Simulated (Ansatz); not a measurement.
**LiCl: clamped-ion strain scan**

Level of theory: DFT PBE, scalar-relativistic, plane waves, PAW in Ansatz. The runs took a 420 eV cutoff, a Γ-centred 8×8×8 mesh and Gaussian smearing (0.05 eV). No spin polarisation. Energies are free energies at this smearing, counted from the undisturbed cell; pressure is positive in compression.

Reference structure (as given, not relaxed at this level; it stands at 0.4 GPa):

```
Li Cl
1.0
     0.00000    2.56476    2.56476
     2.56476    0.00000    2.56476
     2.56476    2.56476    0.00000
Li Cl
1 1
Direct
  0.00000 0.00000 0.00000
  0.50000 0.50000 0.50000
```

The cell is strained by ε times the Voigt pattern (0, 0, 1, 0, 0, 0) (xx, yy, zz, yz, xz, xy; engineering shear) with fractional coordinates fixed.

```
      ε  ΔE (meV/atom) stress summed along the pattern (GPa, tension positive) pressure (GPa) gap on the mesh (eV)
-0.0600           16.1                                                        ?             3.1                     ?
-0.0450            9.0                                                    -3.71             2.3                  6.55
-0.0300            4.2                                                    -2.40             1.6                  6.48
-0.0150            1.3                                                    -1.31             0.9                  6.40
 0.0000            0.0                                                    -0.40             0.4                  6.33
 0.0150            0.0                                                        ?            -0.1                  6.22
 0.0300            1.0                                                     0.97            -0.5                  6.12
 0.0450            3.0                                                     1.47            -0.8                  6.02
 0.0525            4.2                                                     1.68            -1.0                  5.98
 0.0600            5.6                                                     1.87               ?                     ?
```

**Question.** Give the withheld values.

**Answer.** stress summed along the pattern (GPa, tension positive) at ε = -0.0600: -5.27; gap on the mesh (eV) at ε = -0.0600: 6.63; stress summed along the pattern (GPa, tension positive) at ε = 0.0150: 0.35; pressure (GPa) at ε = 0.0600: -1.1; gap on the mesh (eV) at ε = 0.0600: 5.93.